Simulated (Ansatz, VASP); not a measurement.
## H: VASP beside Ansatz

```
H
1.0
     2.62348   -2.56690    0.00000
     2.62348    2.56690    0.00000
     0.00000    0.00000    4.14182
H
4
Direct
  0.95330 0.04670 0.06851
  0.45330 0.54670 0.43149
  0.54670 0.45330 0.56851
  0.04670 0.95330 0.93149
```

Alike in both runs: task single point; functional r2SCAN; k mesh 6 × 6 × 6; occupations gaussian, width 0.02 eV; no spin polarisation.

|  | VASP | Ansatz |
| --- | --- | --- |
| version | VASP 6.6.1 | Ansatz 0.2.0 |
| potentials or method | VASP PAW PBE potentials, release 64 (H) | scalar-relativistic, plane waves, PAW |
| plane-wave cutoff (eV) | 520 | 500 |
| valence electrons in the cell | 4 | 4 |

Ansatz gave:

| Quantity | Value |
| --- | --- |
| gap on the k mesh at the Fermi level (eV) | 10.09 |
| least direct gap on the mesh (eV) | 10.70 |
| pressure (GPa) | 0.0 |
| rms of the force components (eV/Å) | 0.018 |

**Question.** What did VASP give for the same quantities?

**Answer.** gap on the k mesh at the Fermi level (eV): 10.10; least direct gap on the mesh (eV): 10.71; pressure (GPa): -0.2; rms of the force components (eV/Å): 0.015.

Atom by atom the forces differ by 0.003 eV/Å (rms over components).

Caveats: the PAW data sets were made with another functional, which shifts forces and pressure a little (VASP). r2SCAN opens gaps a little over a GGA but as a rule still falls short of measured ones. A k mesh can miss the band edges.
